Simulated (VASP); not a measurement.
Set up this calculation in VASP 6.6.1, as the native input.

```
Task                   : Born charges and dielectric tensor
Functional             : LDA
Potentials or basis    : VASP PAW LDA potentials, release 64 (Ga_d, N)
Cutoff                 : 600 eV
k mesh                 : 4 × 4 × 4
Occupations            : gaussian, width 0.02 eV
Spin                   : no spin polarisation
Further INCAR settings : ALGO = Normal; EDIFF = 1e-08; IBRION = 8; NSW = 1
```

The structure of GaN lies in POSCAR:

```
GaN
1.0
    0.0000000000      2.2314300000      2.2314300000
    2.2314300000      0.0000000000      2.2314300000
    2.2314300000      2.2314300000      0.0000000000
Ga N
1 1
Direct
    0.0000000000      0.0000000000      0.0000000000
    0.2500000000      0.2500000000      0.2500000000
```

The cell is a database's computed one.

These files were run (other wordings do the same):

INCAR

```
SYSTEM = GaN
PREC     = Accurate       ! precision mode
ENCUT    = 600            ! plane-wave cutoff, eV
EDIFF    = 1E-8           ! SCF threshold, eV
ISMEAR   = 0              ! smearing method
SIGMA    = 0.02           ! smearing width, eV
LREAL    = .FALSE.        ! projectors in reciprocal space
LASPH    = .TRUE.         ! aspherical terms in the spheres
NELM     = 100            ! most SCF steps
ALGO     = Normal         ! electronic algorithm
ISIF     = 2              ! what is computed and relaxed
LWAVE    = .FALSE.        ! write WAVECAR
LCHARG   = .FALSE.        ! write CHGCAR
GGA      = CA             ! functional
LEPSILON = .TRUE.         ! dielectric tensor by DFPT
IBRION   = 8              ! ionic algorithm
NSW      = 1              ! ionic steps
```

KPOINTS

```
regular mesh
0
G
  4 4 4
  0 0 0
```

Potentials or basis: VASP PAW LDA potentials, release 64 (Ga_d, N).

Run with:

```bash
$ cat potpaw_LDA.64/Ga_d/POTCAR potpaw_LDA.64/N/POTCAR > POTCAR
$ mpirun -np 1 vasp_std > vasp.out
```

Results of the run:

```
Band gap on the k mesh                                  : 1.92 eV, direct
Electronic dielectric tensor (diagonal)                 : 8.94
Born charges (mean of the diagonal)                     : Ga +2.88; N -2.88 e
Highest phonon frequency at Γ, LO-TO splitting left out : 553 cm⁻¹
```

Caveat: the k mesh is coarse (spacing up to 0.61 Å⁻¹), so the values aren't converged.

It took 53 s on 1 thread of Intel(R) Xeon(R) Platinum 8559C (Emerald Rapids), on a shared host, peak memory 0.16 GiB.
